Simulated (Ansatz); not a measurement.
Response of KTaO₃ to small distortions

```yaml
crystal:
  lattice:
    - [3.98830, 0.00000, 0.00000]
    - [0.00000, 3.98830, 0.00000]
    - [0.00000, 0.00000, 3.98830]
  atoms:
    - { symbol: K, position: [0.50000, 0.50000, 0.50000] }
    - { symbol: Ta, position: [0.00000, 0.00000, 0.00000] }
    - { symbol: O, position: [0.50000, 0.00000, 0.00000] }
    - { symbol: O, position: [0.00000, 0.50000, 0.00000] }
    - { symbol: O, position: [0.00000, 0.00000, 0.50000] }
```

Atoms are numbered in the order listed.

The cell comes from COD entry 2102087, which wasn't checked; take it as a given geometry.

Spin–orbit coupling is left out, though it moves levels of the heavy atoms by tenths of an eV or more.

Computed with DFT, PBE, PAW with Ansatz's default frozen-core files, scalar-relativistic (Ansatz 0.2.0).

Numerical set-up: a Γ-centred 5×5×5 k mesh, Fermi–Dirac smearing of 0.01 eV, cutoff 420 eV, no spin polarisation.

The unchanged cell is at 5.41 GPa.

x, y and z are the Cartesian axes of the cell as listed; fractional coordinates follow a strain, and an engineering shear is twice the off-diagonal strain component.

Vzz stands for the principal value of largest size of the field-gradient tensor, whatever its axis.

No spin–orbit coupling: at heavy atoms the gradients can be off by tens of per cent for that reason.

(1) One change gave: energy change +1.3 meV/atom; stress change (xx, yy, zz, yz, xz, xy) 0.01, 0.01, 0.01, -1.01, -1.01, -1.01 GPa, compression positive; Vzz in 10²¹ V/m²: K1 0 → 0.17 (η = 0.00), Ta2 0 → -2.65 (η = 0.00), O3 2.21 → 2.22 (η = 0.05); gap on the k mesh 2.33 → 2.31 eV. Which change was it?
A. equal xy, yz and zx engineering shear strains of -1 %
B. equal xy, yz and zx engineering shear strains of +1 %
C. equal xy, yz and zx engineering shear strains of +3 %
D. equal xy, yz and zx engineering shear strains of -2 %
E. equal xy, yz and zx engineering shear strains of +2 %
F. equal xy, yz and zx engineering shear strains of -3 %

## Answers

(1) B. For equal xy, yz and zx engineering shear strains of -2 %: energy change +5.0 meV/atom; stress change (xx, yy, zz, yz, xz, xy) 0.05, 0.05, 0.05, 2.02, 2.02, 2.02 GPa, compression positive; Vzz in 10²¹ V/m²: K1 0 → -0.28 (η = 0.00), Ta2 0 → 5.32 (η = 0.00), O3 2.21 → 2.25 (η = 0.08); gap on the k mesh 2.33 → 2.25 eV. For equal xy, yz and zx engineering shear strains of +3 %: energy change +11.0 meV/atom; stress change (xx, yy, zz, yz, xz, xy) 0.11, 0.11, 0.11, -3.01, -3.01, -3.01 GPa, compression positive; Vzz in 10²¹ V/m²: K1 0 → 0.58 (η = 0.00), Ta2 0 → -7.90 (η = 0.00), O3 2.21 → 2.30 (η = 0.16); gap on the k mesh 2.33 → 2.25 eV. For equal xy, yz and zx engineering shear strains of -3 %: energy change +11.3 meV/atom; stress change (xx, yy, zz, yz, xz, xy) 0.11, 0.11, 0.11, 3.04, 3.04, 3.04 GPa, compression positive; Vzz in 10²¹ V/m²: K1 0 → -0.40 (η = 0.00), Ta2 0 → 7.99 (η = 0.00), O3 2.21 → 2.30 (η = 0.11); gap on the k mesh 2.33 → 2.20 eV. For equal xy, yz and zx engineering shear strains of -1 %: energy change +1.3 meV/atom; stress change (xx, yy, zz, yz, xz, xy) 0.01, 0.01, 0.01, 1.01, 1.01, 1.01 GPa, compression positive; Vzz in 10²¹ V/m²: K1 0 → -0.15 (η = 0.00), Ta2 0 → 2.65 (η = 0.00), O3 2.21 → 2.22 (η = 0.04); gap on the k mesh 2.33 → 2.30 eV. For equal xy, yz and zx engineering shear strains of +2 %: energy change +5.0 meV/atom; stress change (xx, yy, zz, yz, xz, xy) 0.05, 0.05, 0.05, -2.01, -2.01, -2.01 GPa, compression positive; Vzz in 10²¹ V/m²: K1 0 → 0.37 (η = 0.00), Ta2 0 → -5.28 (η = 0.00), O3 2.21 → 2.25 (η = 0.10); gap on the k mesh 2.33 → 2.29 eV.
